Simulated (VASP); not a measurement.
## Ca: relaxation of cell and atoms with PBE+D3(BJ)

The system is Ca.

```
Ca
1.0
     0.00000    2.80050    2.80050
     2.80050    0.00000    2.80050
     2.80050    2.80050    0.00000
Ca
1
Cartesian
  0.0000 0.0000 0.0000
```

```json
{"Program": "VASP 6.6.1", "Task": "relaxation of cell and atoms", "Functional": "PBE", "Dispersion": "D3(BJ)", "Potentials or basis": "VASP PAW PBE potentials, release 64 (Ca_sv)", "Cutoff": "600 eV", "k mesh": "14 × 14 × 14", "Occupations": "gaussian, width 0.1 eV", "Spin": "no spin polarisation", "Further INCAR settings": "ALGO = Normal; EDIFF = 1e-07; IBRION = 2; EDIFFG = -0.005; NSW = 90; ISIF = 3"}
```

```
Relaxed volume                         : 40.21 Å³/atom
Relaxed cell                           : a = 3.846 Å, b = 3.846 Å, c = 3.846 Å, α = 60.00°, β = 60.00°, γ = 60.00°
Space group after relaxing (to 0.05 Å) : Fm-3m (No. 225)
Energy gained by relaxing              : 17.3 meV/atom
Ionic steps                            : 4
Pressure after relaxing                : 0.0 GPa
Band gap on the k mesh                 : none (metal or under the smearing width)
Dispersion energy per atom             : -0.241 eV
```

The path:
```tsv
step	energy change (eV)	largest force (eV/Å)	pressure (GPa)	volume (Å³)
1	0.0000	0.0000	-1.40	43.93
2	-0.0150	0.0000	-0.56	41.52
3	-0.0173	0.0000	-0.04	40.31
4	-0.0173	0.0000	0.00	40.21
```

Final structure:
```xyz
1
Lattice="0.0000 2.7193 2.7193 2.7193 0.0000 2.7193 2.7193 2.7193 0.0000" Properties=species:S:1:pos:R:3 pbc="T T T"
Ca    2.7193    5.4385    2.7193
```

Levels at points of the mesh, in eV from the Fermi level:
| k point | band 3 | band 4 | band 5 | band 6 | band 7 | band 8 |
| --- | --- | --- | --- | --- | --- | --- |
| (0.00, 0.00, 0.00) | -22.81 | -22.81 | -4.10 | 2.41 | 2.41 | 2.41 |
| (0.50, 0.00, 0.00) | -22.83 | -22.83 | -1.00 | -0.12 | 2.28 | 2.28 |
| (0.50, 0.50, 0.00) | -22.87 | -22.87 | -0.50 | 0.56 | 1.07 | 4.26 |

It took 2.5 min on 1 thread of Intel(R) Xeon(R) Platinum 8175M CPU @ 2.50GHz (Skylake/Cascade Lake), on a shared host, peak memory 0.23 GiB.

Caveat: pairwise dispersion overbinds metals, which lowers pressure and volume.
